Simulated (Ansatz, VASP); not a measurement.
Be in VASP and in Ansatz

File INCAR:

```
SYSTEM = Be
PREC     = Accurate       ! precision mode
ENCUT    = 600            ! plane-wave cutoff, eV
EDIFF    = 1E-6           ! SCF threshold, eV
ISMEAR   = -1             ! smearing method
SIGMA    = 0.08           ! smearing width, eV
LREAL    = .False.        ! projectors in reciprocal space
LASPH    = .True.         ! aspherical terms in the spheres
NELM     = 100            ! most SCF steps
ALGO     = Normal         ! electronic algorithm
ISIF     = 3              ! what is computed and relaxed
LWAVE    = .False.        ! write WAVECAR
LCHARG   = .False.        ! write CHGCAR
GGA      = PS             ! functional
IBRION   = 2              ! ionic algorithm
NSW      = 100            ! ionic steps
EDIFFG   = -0.002         ! ionic threshold
```

KPOINTS

```
regular mesh
0
Gamma
  18 18 10
  0 0 0
```

The input POSCAR:

```
Be
1.0
    2.2853000000      0.0000000000      0.0000000000
   -1.1426500000      1.9791278553      0.0000000000
    0.0000000000      0.0000000000      3.5842000000
Be
2
Direct
    0.3333333333      0.6666666667      0.2500000000
    0.6666666667      0.3333333333      0.7500000000
```

Input for Ansatz:

```yaml
crystal:
  lattice:
    - [2.28530000001, 0.0, 0.0]
    - [-1.14265000001, 1.97912785528, 0.0]
    - [0.0, 0.0, 3.5842]
  atoms:
    - { symbol: Be, position: [0.333333333333, 0.666666666667, 0.25] }
    - { symbol: Be, position: [0.666666666667, 0.333333333333, 0.75] }
kpoints:
  mp_grid: { grid: [18, 18, 10] }
scf:
  occupations: { method: fermi_dirac, width: 0.08 }
hamiltonian:
  xc: pbesol
  pseudopotentials: { kind: paw }
relax:
  f_tol: 0.002
  max_steps: 80
  cell: {}
output:
  forces: true
  stress: true
  write_density: true
  write_potential: true
  elf: true
  volumetric_format: npy
```

Alike in both runs: task relaxation of cell and atoms; functional PBEsol; k mesh 18 × 18 × 10; occupations fermi-dirac, width 0.08 eV; no spin polarisation.

|  | VASP | Ansatz |
| --- | --- | --- |
| version | VASP 6.6.1 | Ansatz 0.2.0 |
| potentials or method | VASP PAW PBE potentials, release 64 (Be) | PAW with Ansatz's default frozen-core files, scalar-relativistic |
| plane-wave cutoff (eV) | 600 | 420 |
| valence electrons in the cell | 4 | 4 |

|  | VASP | Ansatz | Ansatz less VASP |
| --- | --- | --- | --- |
| relaxed volume (Å³/atom) | 7.86 | 7.83 | -0.022 |
| relaxed cell length with the largest relative difference (Å) | 3.566 | 3.563 | -0.0036 |
| energy change over the relaxation (meV/atom) | -3 | -4 | -0.5 |

Caveats: the PAW data sets were made with another functional, which shifts forces and pressure a little (VASP).
